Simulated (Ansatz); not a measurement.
## Energy ranking of Al structures

Computed with DFT PBE+D3(BJ), scalar-relativistic, plane waves, PAW in Ansatz 0.2.0. Settings: cutoff 420 eV, Γ-centred meshes spaced at most about 0.3 Å⁻¹, and about 0.25 Å⁻¹ or finer for metals (2π included), Gaussian smearing. No spin polarisation.

Energies count from the standard state of Al at the same level.

These are static total energies at zero pressure. Only the structures computed here compete, so a lower one can exist.

Invented guesses and database cells were relaxed alike, and ends that match in structure were merged. ΔE counts from the first row. Coordination counts all near atoms (those within 1.25 times the shortest distance at each site). The ends were matched against large subsets of the Crystallography Open Database and the Materials Project, so a missing match doesn't prove that a structure is unreported.

```json
{"#": "1", "reached from": "a Materials Project cell", "type and space group": "fcc, Fm-3m (No. 225)", "atoms": "1", "Å³/atom": "15.8", "coordination": "Al 12", "ΔE (meV/atom)": "0", "gap on mesh (eV)": "0.00", "in databases": "Materials Project, matches COD"}
{"#": "2", "reached from": "a Materials Project cell", "type and space group": "dhcp, P6_3/mmc (No. 194)", "atoms": "4", "Å³/atom": "15.9", "coordination": "Al 12", "ΔE (meV/atom)": "11", "gap on mesh (eV)": "0.00", "in databases": "Materials Project"}
{"#": "3", "reached from": "a Materials Project cell", "type and space group": "hcp, P6_3/mmc (No. 194)", "atoms": "2", "Å³/atom": "15.9", "coordination": "Al 12", "ΔE (meV/atom)": "35", "gap on mesh (eV)": "0.00", "in databases": "Materials Project"}
{"#": "4", "reached from": "sheets of the Al type stacked in turn", "type and space group": "P6/mmm (No. 191)", "atoms": "2", "Å³/atom": "23.8", "coordination": "Al 5", "ΔE (meV/atom)": "613", "gap on mesh (eV)": "0.00", "in databases": "no match"}
```

The lowest: Space group Fm-3m (No. 225), cubic, a = 3.982 Å. Al has 12 Al at 2.82 Å. It is a structure that the Crystallography Open Database (COD) lists.

```
Al
1.0
     0.00000    1.99112    1.99112
     1.99112    0.00000    1.99112
     1.99112    1.99112    0.00000
Al
1
Direct
  0.00000 0.00000 0.00000
```

The second: Space group P6_3/mmc (No. 194), hexagonal, a = 2.815 Å, c = 9.242 Å. Al on a site of symmetry -3m is surrounded by 12 Al at 2.81–2.82 Å; around Al on a site of symmetry -6m2 lie 12 Al at 2.81–2.82 Å. Counting all near atoms, the first and the second both have Al 12. Cells relaxed within their symmetry can be saddle points. Some candidate types were left out of the draw beforehand, so a known form may be missing.

Among the structures computed, fcc is lowest, in line with the known ground state of aluminium. The three close-packed forms share twelvefold coordination and nearly equal volumes, so their small energy differences come from the stacking sequence beyond the first shell. In a nearly free-electron sp metal, these differences reflect how the lattice potential modifies the bands near the Fermi level. dhcp, with half its layers in hexagonal surroundings, costs 11 meV/atom, less than half the 35 meV/atom of hcp. This suggests that the stacking energy isn't simply additive per hexagonal layer and that interactions between more distant layers matter.

The five-coordinate structure lies far higher, at 613 meV/atom. Aluminium has too few valence electrons to saturate directional bonds in such an open network, and gains more from delocalised bonding in a dense packing; the dispersion term may add to the penalty.

The fcc lattice constant of 3.982 Å is shorter than experiment, probably because the pairwise dispersion correction overbinds a metal whose conduction electrons screen such interactions.
